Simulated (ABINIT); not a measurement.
Set up this calculation in ABINIT 10.8.3 (patched build), as the native input.

* Task: single point
* Functional: PBE
* Potentials or basis: JTH PAW PBE v2.0
* Cutoff: 707 eV
* k mesh: 10 × 10 × 5
* Occupations: fermi-dirac, width 0.05 eV
* Spin: no spin polarisation
* Fine-grid cutoff: 1306.15 eV

Crystal: CuO.

```xyz
4
Lattice="2.3446 -1.7134 0.0000 2.3446 1.7134 0.0000 -0.8605 0.0000 5.0594" Properties=species:S:1:pos:R:3 pbc="T T T"
Cu    1.1664    0.8079   -0.0241
Cu    0.7738   -0.8528    2.5159
O     2.0676   -0.2642    1.3205
O     1.6698    0.2901    3.8358
```

The cell isn't the ideal one: atoms moved at random, drawn with an rms of 0.05 Å.

These files were run (other wordings do the same):

run.abi

```
# Pseudopotentials
pp_dirpath "./"
pseudos "Cu.GGA_PBE-JTH.xml, O.GGA_PBE-JTH.xml"

# Structure
acell 2.903983719 2.903983719 5.1321022982 Angstrom
rprim
     0.8073908076    -0.5900170200     0.0000000000
     0.8073908076     0.5900170200     0.0000000000
    -0.1676798045     0.0000000000     0.9858415102
ntypat 2
znucl 29 8
natom 4
typat 1 1 2 2
xred
     0.0121020000     0.4836040000    -0.0047640000
     0.5051430000     0.0074150000     0.4972770000
     0.5659180000     0.4117250000     0.2609880000
     0.4105470000     0.5798770000     0.7581400000
chkprim 0
chksymtnons 0
tolsym 1.0e-6

# Plane-wave basis
ecut 26.0
pawecutdg 48.0
pawxcdev 0

# k points
kptopt 1
ngkpt 10 10 5
nshiftk 1
shiftk 0.0 0.0 0.0

# Exchange and correlation
ixc 11

# Bands and occupations
nband 30
occopt 3
tsmear 0.00183747

# SCF cycle
nstep 100
tolvrs 1.0e-9

# Output
iomode 3
prtwf 0
prteig 0
prtebands 0
prtden 1
prtvha 1
prtvclmb 1
prtpot 1
```

Potentials or basis: JTH PAW PBE v2.0.

The run is started by

```bash
$ mpirun --bind-to none -np 4 abinit run.abi > log 2>&1
```

Results of the run:

```json
{"Pressure": "6.6 GPa", "Largest force": "1.304 eV/Å", "Band gap on the k mesh": "none (metal or under the smearing width)", "Valence electrons inside the program's atomic spheres": "Cu 17.31, 17.32; O 4.52, 4.51"}
```

Caveat: the run has no spin polarisation, though such a crystal can be magnetic; semilocal functionals often make such compounds metallic where correlation or magnetic order opens a gap, which also shifts bond lengths.

Wall time 2.5 min on 4 MPI ranks on Arm Neoverse V2 (shared host), peak memory 0.68 GiB a rank.
